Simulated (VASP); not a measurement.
Here is a VASP 6.6.1 calculation.

The input POSCAR:

```
AlN
1.0
    3.0847548605      0.0000000000      0.0000000000
   -1.5423774302      2.6714760737      0.0000000000
    0.0000000000      0.0000000000      4.9356671144
Al N
2 2
Direct
    0.3333333333      0.6666666667     -0.0000252071
    0.6666666667      0.3333333333      0.4999747929
    0.3333333333      0.6666666667      0.3820252071
    0.6666666667      0.3333333333      0.8820252071
```

INCAR.step1

```
SYSTEM = AlN
PREC     = Accurate       ! precision mode
ENCUT    = 520            ! plane-wave cutoff, eV
ISMEAR   = 0              ! smearing method
SIGMA    = 0.01           ! smearing width, eV
LREAL    = .False.        ! projectors in reciprocal space
LASPH    = .True.         ! aspherical terms in the spheres
NELM     = 100            ! most SCF steps
NBANDS   = 16             ! bands
GGA      = PE             ! functional
ALGO     = Normal         ! electronic algorithm
EDIFF    = 1E-4           ! SCF threshold, eV
LWAVE    = .True.         ! write WAVECAR
LCHARG   = .False.        ! write CHGCAR
```

Contents of INCAR.step2:

```
SYSTEM = AlN
PREC     = Accurate       ! precision mode
ENCUT    = 520            ! plane-wave cutoff, eV
EDIFF    = 1E-6           ! SCF threshold, eV
ISMEAR   = 0              ! smearing method
SIGMA    = 0.01           ! smearing width, eV
LREAL    = .False.        ! projectors in reciprocal space
LASPH    = .True.         ! aspherical terms in the spheres
NELM     = 100            ! most SCF steps
ALGO     = Normal         ! electronic algorithm
ISIF     = 2              ! what is computed and relaxed
LWAVE    = .False.        ! write WAVECAR
LCHARG   = .False.        ! write CHGCAR
METAGGA  = R2SCAN         ! meta-GGA
LMIXTAU  = .True.       
NBANDS   = 16             ! bands
ISTART   = 1
```

The input KPOINTS:

```
Automatic mesh
0
Gamma
  9 9 6
  0 0 0
```

Potentials or basis: VASP PAW PBE potentials, release 64 (Al, N).

The run is started by

```bash
$ cat potpaw_PBE.64/Al/POTCAR potpaw_PBE.64/N/POTCAR > POTCAR
$ cp INCAR.step1 INCAR
$ mpirun -np 1 vasp_std > vasp.out
$ cp INCAR.step2 INCAR
$ mpirun -np 1 vasp_std > vasp.out
```

What does it give for the band gap on the k mesh?

5.12 eV, direct.

Estimate the pressure.

4.6 GPa.

Caveat: the PAW data sets were made with another functional, which shifts forces and pressure a little; an odd mesh through Γ misses points on the zone boundary, where band edges often lie.
